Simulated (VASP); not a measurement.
**PbSe in VASP 6.6.1, single-point calculation**

INCAR

```
NBANDS = 17
ALGO = Conjugate
NELM = 63
ISMEAR = -1
EDIFF = 1E-7
SIGMA = 0.02
ENCUT = 520
LCHARG = .FALSE.
LREAL = .FALSE.
ISIF = 2
GGA = PE
PREC = Accurate
LWAVE = .FALSE.
NSW = 0
IBRION = -1
LASPH = .FALSE.
```

KPOINTS

```
KPOINTS created by Atomic Simulation Environment
0
Gamma
8 8 8
0 0 0
```

POSCAR

```
Pb Se
 1.0000000000000000
    -0.1269118881000000    3.0544513979999999    3.0544513979999999
     3.0544513979999999   -0.1269118881000000    3.0544513979999999
     3.0544513979999999    3.0544513979999999   -0.1269118881000000
 Pb  Se
   1   1
Cartesian
  0.0000000000000000  0.0000000000000000  0.0000000000000000
  2.9909954539499997  2.9909954539499997  2.9909954539499992
```

The recommended PBE PAW datasets give the neutral cell 20 valence electrons.

Command

```
mpirun -np 1 vasp_std
```

OSZICAR

```
N       E                     dE             d eps       ncg     rms           ort
DAV:   1     0.157702987698E+03    0.15770E+03   -0.97539E+03  1105   0.133E+03
DAV:   2     0.352068208299E+01   -0.15418E+03   -0.14929E+03  1105   0.305E+02
DAV:   3    -0.822651801585E+01   -0.11747E+02   -0.11635E+02  1105   0.897E+01
DAV:   4    -0.850654715441E+01   -0.28003E+00   -0.27976E+00  1105   0.156E+01
DAV:   5    -0.851619403896E+01   -0.96469E-02   -0.96462E-02  1105   0.283E+00
SDA:   6    -0.762004239988E+01    0.89615E+00   -0.96462E-02  1105   0.212E+01   0.000E+00
CGA:   7    -0.807190172144E+01   -0.45186E+00   -0.45242E+00  1105   0.548E+00  -0.225E-01
CGA:   8    -0.815438871266E+01   -0.82487E-01   -0.82405E-01  1105   0.681E-01   0.549E-03
CGA:   9    -0.817724802402E+01   -0.22859E-01   -0.22871E-01  1105   0.167E-01  -0.792E-04
CGA:  10    -0.818152639538E+01   -0.42784E-02   -0.42822E-02  1105   0.496E-02  -0.829E-04
CGA:  11    -0.818241947395E+01   -0.89308E-03   -0.89468E-03  1105   0.716E-03   0.477E-04
CGA:  12    -0.818265709439E+01   -0.23762E-03   -0.23743E-03  1105   0.118E-03   0.160E-05
CGA:  13    -0.818268263377E+01   -0.25539E-04   -0.25469E-04  1105   0.347E-04  -0.899E-05
CGA:  14    -0.818269174480E+01   -0.91110E-05   -0.89555E-05  1105   0.622E-05   0.273E-05
CGA:  15    -0.818269363595E+01   -0.18912E-05   -0.18417E-05  1105   0.281E-05   0.106E-05
SDA:  16    -0.818269454214E+01   -0.90618E-06   -0.19839E-05  1105   0.618E-05  -0.291E-05
CGA:  17    -0.818269543443E+01   -0.89229E-06   -0.10204E-05  1105   0.694E-06   0.122E-05
CGA:  18    -0.818269565132E+01   -0.21690E-06   -0.21626E-06  1105   0.209E-06   0.858E-07
SDA:  19    -0.818269583631E+01   -0.18499E-06   -0.18126E-06  1105   0.220E-06  -0.122E-06
 trl  20    -0.818269583139E+01    0.49201E-08   -0.10646E-07  1105   0.220E-06   0.128E-06
SDA:  21    -0.818269582324E+01    0.13073E-07   -0.10646E-07  1105   0.432E-07   0.818E-07
   1 F= -.81826958E+01 E0= -.81826709E+01  d E =-.498812E-04
```

From OUTCAR

```
k-points           NKPTS =     65   k-points in BZ     NKDIM =     65   number of bands    NBANDS=     17

   NELECT =      20.0000    total number of electrons

   dimension x,y,z NGX =    32 NGY =   32 NGZ =   32
   dimension x,y,z NGXF=    64 NGYF=   64 NGZF=   64

  energy-cutoff  :      520.00
  volume of cell :       60.54
      direct lattice vectors                 reciprocal lattice vectors
    -0.126911888  3.054451398  3.054451398    -0.153830960  0.160499693  0.160499693
     3.054451398 -0.126911888  3.054451398     0.160499693 -0.153830960  0.160499693
     3.054451398  3.054451398 -0.126911888     0.160499693  0.160499693 -0.153830960

 k-points in reciprocal lattice and weights: KPOINTS created by Atomic Simulation Env
   0.00000000  0.00000000  0.00000000       0.002
   0.12500000  0.00000000 -0.00000000       0.012
   0.25000000  0.00000000 -0.00000000       0.012
   0.37500000 -0.00000000  0.00000000       0.012
   0.50000000  0.00000000 -0.00000000       0.006
   0.12500000  0.12500000  0.00000000       0.012
   0.25000000  0.12500000  0.00000000       0.023
   0.37500000  0.12500000 -0.00000000       0.023
   ...

 E-fermi :   4.5228

 k-point     1 :       0.0000    0.0000    0.0000
  band No.  band energies     occupation
      1     -12.3594      2.00000
      2     -12.3594      2.00000
      3     -12.3578      2.00000
      4     -12.3373      2.00000
      5     -12.3373      2.00000
      6      -8.7268      2.00000
      7      -2.0022      2.00000
      8       2.6407      2.00000
      9       2.6407      2.00000
     10       3.0750      2.00000
     11       8.9285      0.00000
     12       9.0546      0.00000
     13       9.0546      0.00000
     14      10.7957      0.00000
     15      10.7957      0.00000
     16      11.6115      0.00000
     17      12.5642      0.00000

 k-point     2 :       0.1250    0.0000   -0.0000
  band No.  band energies     occupation
      1     -12.3610      2.00000
      2     -12.3591      2.00000
      3     -12.3542      2.00000
      4     -12.3385      2.00000
      5     -12.3356      2.00000
      6      -8.6222      2.00000
      7      -2.3348      2.00000
      8       2.6928      2.00000
      9       2.8766      2.00000
     10       3.0991      2.00000
     11       8.0236      0.00000
     12       8.4393      0.00000
     13       8.4421      0.00000
     14      10.8503      0.00000
     15      11.0940      0.00000
     16      11.8303      0.00000
     17      13.7155      0.00000

 k-point     3 :       0.2500    0.0000   -0.0000
  band No.  band energies     occupation
      1     -12.3664      2.00000
      2     -12.3608      2.00000
      3     -12.3442      2.00000
      4     -12.3407      2.00000
      5     -12.3300      2.00000
      6      -8.3371      2.00000
      7      -3.0862      2.00000
      8       2.8398      2.00000
      9       3.1304      2.00000
     10       3.4303      2.00000
     11       6.6288      0.00000
     12       7.3900      0.00000
     13       7.5057      0.00000
     14      11.0648      0.00000
     15      11.8634      0.00000
     16      12.6728      0.00000
     17      15.2812      0.00000

 ...

  Total       -0.1594875     -0.1594875     -0.1594875      0.2452636      0.2452636      0.2452636
  in kB       -4.2205096     -4.2205096     -4.2205096      6.4903983      6.4903983      6.4903983
  external PRESSURE =      -4.2205096 kB  Pullay stress =       0.0000000 kB

 POSITION                                       TOTAL-FORCE (eV/Angst)
 -----------------------------------------------------------------------------------
      0.00000      0.00000      0.00000        -0.000000      0.000000      0.000000
      2.99100      2.99100      2.99100         0.000000     -0.000000     -0.000000
 -----------------------------------------------------------------------------------
    total drift:                                0.000000     -0.000000     -0.000000

  FREE ENERGIE OF THE ION-ELECTRON SYSTEM (eV)
  ---------------------------------------------------
  free  energy   TOTEN  =        -8.1826958232 eV

  energy  without entropy=       -8.1826459420  energy(sigma->0) =       -8.18267088
```

It converged. Results: gap between bands v and c on the k mesh 0.12 eV; least direct gap on the k mesh 0.42 eV; pressure -0.4 GPa. Band v is the last that the valence electrons fill when counted band by band, and c is the next.

For comparison, a separate PBE run of the intended cell, on usual settings and not on those above, gives a gap of 0.12 eV on its mesh and a pressure of -0.4 GPa.

The run above took about 57 s on one core of a shared host (Intel Xeon Platinum 8488C) and held 0.27 GiB at most.
